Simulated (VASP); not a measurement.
Here is a VASP 6.6.1 calculation.

File INCAR:

```
PREC = Accurate
ENCUT = 520
EDIFF = 1E-7
ISMEAR = 0
SIGMA = 0.03
LREAL = F
LASPH = T
NELM = 80
ALGO = Fast
ISIF = 2
LWAVE = F
LCHARG = F
GGA = RP
NBANDS = 16
ICORELEVEL = 1
```

File KPOINTS:

```
regular mesh
0
Gamma
  12 12 4
```

Contents of POSCAR:

```
C                                       
1.0
    2.4771659311     -0.0000000000      0.0000000000
   -1.2385829655      2.1452886260     -0.0000000000
    0.0000000000      0.0000000000      9.0252602547
  C             
     4
Direct
     0.0000000000000000    0.0000000000000000    0.2500000000000000
     0.0000000000000000    0.0000000000000000    0.7500000000000000
     0.3333333300000021    0.6666666699999979    0.2500000000000000
     0.6666666699999979    0.3333333300000021    0.7500000000000000
```

The input KPOINTS_OPT:

```
explicit points
96
Reciprocal
 0.0000000000  0.0000000000  0.0000000000 1
 0.0555555556  0.0000000000  0.0000000000 1
 0.1111111111  0.0000000000  0.0000000000 1
 0.1666666667  0.0000000000  0.0000000000 1
 0.2222222222  0.0000000000  0.0000000000 1
 0.2777777778  0.0000000000  0.0000000000 1
 0.3333333333  0.0000000000  0.0000000000 1
 0.3888888889  0.0000000000  0.0000000000 1
 0.4444444444  0.0000000000  0.0000000000 1
 0.5000000000  0.0000000000  0.0000000000 1
 0.5000000000  0.0000000000  0.0000000000 1
 0.4814814815  0.0370370370  0.0000000000 1
 0.4629629630  0.0740740741  0.0000000000 1
 0.4444444444  0.1111111111  0.0000000000 1
 0.4259259259  0.1481481481  0.0000000000 1
 0.4074074074  0.1851851852  0.0000000000 1
 0.3888888889  0.2222222222  0.0000000000 1
 0.3703703703  0.2592592592  0.0000000000 1
 0.3518518518  0.2962962963  0.0000000000 1
 0.3333333333  0.3333333333  0.0000000000 1
 0.3333333333  0.3333333333  0.0000000000 1
 0.2962962963  0.2962962963  0.0000000000 1
 0.2592592592  0.2592592592  0.0000000000 1
 0.2222222222  0.2222222222  0.0000000000 1
 0.1851851852  0.1851851852  0.0000000000 1
 0.1481481481  0.1481481481  0.0000000000 1
 0.1111111111  0.1111111111  0.0000000000 1
 0.0740740741  0.0740740741  0.0000000000 1
 0.0370370370  0.0370370370  0.0000000000 1
 0.0000000000  0.0000000000  0.0000000000 1
 0.0000000000  0.0000000000  0.0000000000 1
 0.0000000000  0.0000000000  0.0555555556 1
 0.0000000000  0.0000000000  0.1111111111 1
 0.0000000000  0.0000000000  0.1666666667 1
 0.0000000000  0.0000000000  0.2222222222 1
 0.0000000000  0.0000000000  0.2777777778 1
 0.0000000000  0.0000000000  0.3333333333 1
 0.0000000000  0.0000000000  0.3888888889 1
 0.0000000000  0.0000000000  0.4444444444 1
 0.0000000000  0.0000000000  0.5000000000 1
 0.0000000000  0.0000000000  0.5000000000 1
 0.0555555556  0.0000000000  0.5000000000 1
 0.1111111111  0.0000000000  0.5000000000 1
 0.1666666667  0.0000000000  0.5000000000 1
 0.2222222222  0.0000000000  0.5000000000 1
 0.2777777778  0.0000000000  0.5000000000 1
 0.3333333333  0.0000000000  0.5000000000 1
 0.3888888889  0.0000000000  0.5000000000 1
 0.4444444444  0.0000000000  0.5000000000 1
 0.5000000000  0.0000000000  0.5000000000 1
 0.5000000000  0.0000000000  0.5000000000 1
 0.4814814815  0.0370370370  0.5000000000 1
 0.4629629630  0.0740740741  0.5000000000 1
 0.4444444444  0.1111111111  0.5000000000 1
 0.4259259259  0.1481481481  0.5000000000 1
 0.4074074074  0.1851851852  0.5000000000 1
 0.3888888889  0.2222222222  0.5000000000 1
 0.3703703703  0.2592592592  0.5000000000 1
 0.3518518518  0.2962962963  0.5000000000 1
 0.3333333333  0.3333333333  0.5000000000 1
 0.3333333333  0.3333333333  0.5000000000 1
 0.2962962963  0.2962962963  0.5000000000 1
 0.2592592592  0.2592592592  0.5000000000 1
 0.2222222222  0.2222222222  0.5000000000 1
 0.1851851852  0.1851851852  0.5000000000 1
 0.1481481481  0.1481481481  0.5000000000 1
 0.1111111111  0.1111111111  0.5000000000 1
 0.0740740741  0.0740740741  0.5000000000 1
 0.0370370370  0.0370370370  0.5000000000 1
 0.0000000000  0.0000000000  0.5000000000 1
 0.5000000000  0.0000000000  0.5000000000 1
 0.5000000000  0.0000000000  0.4444444444 1
 0.5000000000  0.0000000000  0.3888888889 1
 0.5000000000  0.0000000000  0.3333333333 1
 0.5000000000  0.0000000000  0.2777777778 1
 0.5000000000  0.0000000000  0.2222222222 1
 0.5000000000  0.0000000000  0.1666666667 1
 0.5000000000  0.0000000000  0.1111111111 1
 0.5000000000  0.0000000000  0.0555555556 1
 0.5000000000  0.0000000000  0.0000000000 1
 0.3333333333  0.3333333333  0.0000000000 1
 0.3333333333  0.3333333333  0.0555555556 1
 0.3333333333  0.3333333333  0.1111111111 1
 0.3333333333  0.3333333333  0.1666666667 1
 0.3333333333  0.3333333333  0.2222222222 1
 0.3333333333  0.3333333333  0.2777777778 1
 0.3333333333  0.3333333333  0.3333333333 1
 0.3333333333  0.3333333333  0.3888888889 1
 0.3333333333  0.3333333333  0.4444444444 1
 0.3333333333  0.3333333333  0.5000000000 1
 0.0000000000  0.0000000000  0.0000000000 1
 0.0000000000  0.0000000000  0.5000000000 1
 0.3333333333  0.3333333333  0.5000000000 1
 0.3333333333  0.3333333333  0.0000000000 1
 0.5000000000  0.0000000000  0.5000000000 1
 0.5000000000  0.0000000000  0.0000000000 1
```

Potentials or basis: VASP PAW PBE potentials, release 64 (C).

Command:

```sh
$ cat potpaw_PBE.64/C/POTCAR > POTCAR
$ mpirun -np 1 vasp_std > vasp.out
```

(1) Estimate the band gap along the path.

(2) What does it give for the pressure?

Results:

(1) none (metal or under the smearing width).

(2) 0.3 GPa.

Caveat: the PAW data sets were made with another functional, which shifts forces and pressure a little; this functional lacks dispersion, which binds the layers, so the pressure and a relaxed spacing across them are unreliable.
